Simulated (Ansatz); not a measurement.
## simple cubic against fcc along the lanthanides

Level of theory: DFT, r2SCAN, plane waves (500 eV) with PAW, scalar-relativistic (Ansatz). The PAW files were generated under PBE, with cores re-solved for the functional.

Each structure is relaxed within its symmetry, in the lowest magnetic state of the tried starts. Differences under about 8 meV lie within the error of the k-point mesh.

Semilocal functionals delocalise ytterbium's f shell and shrink the cell.

```csv
element,E(simple cubic) − E(fcc) (meV/atom),V(simple cubic) (Å³/atom),V(fcc) (Å³/atom),state of simple cubic,state of fcc
La,434,37.67,37.42,ferromagnetic,spin not included
Yb,492,35.69,35.18,spin not included,non-magnetic
Lu,882,32.00,29.20,spin not included,spin not included
```
